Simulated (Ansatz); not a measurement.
## How far is PAW off for C?

```
CELL_PARAMETERS angstrom
1.24619 0.71949 11.29673
-1.24619 0.71949 11.29673
0.00000 -1.43897 11.29673
ATOMIC_POSITIONS crystal
C 0.05000 0.05000 0.05000
C 0.95000 0.95000 0.95000
C 0.28300 0.28300 0.28300
C 0.71700 0.71700 0.71700
```

Atom numbers follow the list: C1, C2, C3, C4.

The conventional cell has a = 2.492 Å, b = 2.492 Å, c = 33.890 Å, α = 90.00°, β = 90.00°, γ = 120.00°. C (atom 1) has 3 C at 1.44 Å as nearest neighbours. Around C (atom 3) lie 3 C at 1.44 Å.

The cell is COD entry 1000065, as deposited and not checked against the literature; nothing was relaxed. The listed cell was then made from it by scaling, straining or moving an atom.

Methods: DFT, PBE, PAW with Ansatz's default frozen-core files, scalar-relativistic (Ansatz 0.2.0); DFT, PBE, all-electron PAW with datasets made for the crystal, scalar-relativistic (Ansatz 0.2.0); DFT, PBE, all-electron LAPW, scalar-relativistic (Ansatz 0.2.0).

For PAW: a Γ-centred 15×15×15 k mesh, Fermi–Dirac smearing of 0.08 eV, cutoff 420 eV, no spin polarisation. The crystal-made all-electron datasets (AE datasets) take a cutoff of 580 eV at this cell. LAPW targets a basis error of 1 meV/atom. The Ansatz runs share mesh, smearing and spin set-up. Plane-wave (PAW) pressures include the program's estimate of the Pulay term.

Stress and pressure are positive in compression.

The change that made this cell: volume scaled by 1.04.

| quantity | PAW | AE datasets | LAPW |
| --- | --- | --- | --- |
| pressure (GPa) | -4.65 | -4.69 | -4.69 |
| stress xx (GPa) | -7.41 | -7.47 | -7.46 |
| stress zz (GPa) | 0.86 | 0.86 | 0.85 |
| force on C1, z (eV/Å) | 0.228 | 0.228 | 0.228 |
| force on C3, z (eV/Å) | 0.131 | 0.131 | 0.131 |

PAW's pressure differs from the LAPW value by +0.04 GPa.
